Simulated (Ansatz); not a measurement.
Wanted: the native input for an Ansatz 0.2.0 run.

- Task: phonons
- Functional: PBE
- Potentials or basis: all-electron LAPW, scalar-relativistic
- Cutoff: 276 eV (chosen from the basis error)
- Basis error allowed: 0.002 eV/atom
- k mesh: 8 × 8 × 8
- Occupations: fermi-dirac, width 0.05 eV
- Spin: no spin polarisation

GaP:

```
Ga P
1.0
     0.00000    2.72525    2.72525
     2.72525    0.00000    2.72525
     2.72525    2.72525    0.00000
Ga P
1 1
Cartesian
  0.0000 0.0000 0.0000
  4.0879 4.0879 4.0879
```

The input as run:

input.yaml

```yaml
crystal:
  lattice:
    - [0.0, 2.72525, 2.72525]
    - [2.72525, 0.0, 2.72525]
    - [2.72525, 2.72525, 0.0]
  atoms:
    - { symbol: Ga, position: [0.0, 0.0, 0.0] }
    - { symbol: P, position: [0.75, 0.75, 0.75] }
kpoints:
  mp_grid: { grid: [8, 8, 8] }
scf:
  occupations: { method: fermi_dirac, width: 0.05 }
hamiltonian:
  xc: pbe
  pseudopotentials: { kind: all_electron, lapw: { basis_error: 0.002 } }
output: {}
phonons:
  method: fd
  supercell: [1, 1, 1]
```

Potentials or basis: all-electron LAPW, scalar-relativistic.

Run with:

```console
$ ansatz run input.yaml --threads 1 --pin off --max-ram 3072MiB --backend cpu --events-out ev --progress --plain --runs-dir out
```

It gave:

- Band gap on the k mesh: 1.64 eV, indirect (least direct gap 1.83 eV)
- Highest phonon frequency at Γ, LO-TO splitting left out: 357 cm⁻¹

It took 94 s on 1 thread of Intel(R) Xeon(R) Processor @ 2.50GHz (Skylake/Cascade Lake), with other jobs on the host, peak memory 0.39 GiB.
